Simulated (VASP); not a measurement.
Crystal: Mg.

```
Mg
1.0
     3.20930    0.00000    0.00000
    -1.60465    2.77934    0.00000
     0.00000    0.00000    5.21030
Mg
2
Direct
  0.66667 0.33333 0.75000
  0.33333 0.66667 0.25000
```

* Program: VASP 6.6.1
* Task: relaxation of cell and atoms
* Functional: PW91
* Potentials or basis: VASP PAW PBE potentials, release 64 (Mg)
* Cutoff: 600 eV
* k mesh: 10 × 10 × 5
* Occupations: fermi-dirac, width 0.05 eV
* Spin: no spin polarisation

At the start: pressure -0.5 GPa; volume 23.24 Å³/atom.

Q: How do energy, volume and symmetry change on relaxing?

A: Over 6 steps the energy falls by 2.9 meV/atom and the volume is 22.94 Å³/atom (-1.3 %); space group P6_3/mmc (No. 194, to 0.05 Å).

Step by step:
```
step  energy change (eV)  largest force (eV/Å)  pressure (GPa)  volume (Å³)
   1              0.0000                0.0000           -0.47        46.47
   2             -0.0027                0.0000           -0.12        46.02
   3             -0.0043                0.0000            0.44        45.34
   4             -0.0053                0.0000            0.32        45.50
   5             -0.0053                0.0000            0.33        45.49
   6             -0.0057                0.0000            0.02        45.88
```

Final structure:
```xyz
2
Lattice="3.1640 0.0000 0.0000 -1.5820 2.7401 0.0000 0.0000 0.0000 5.2915" Properties=species:S:1:pos:R:3 pbc="T T T"
Mg    1.5820    0.9134    3.9687
Mg    0.0000    1.8267    1.3229
```

Caveat: the PAW data sets were made with another functional, which shifts forces and pressure a little.
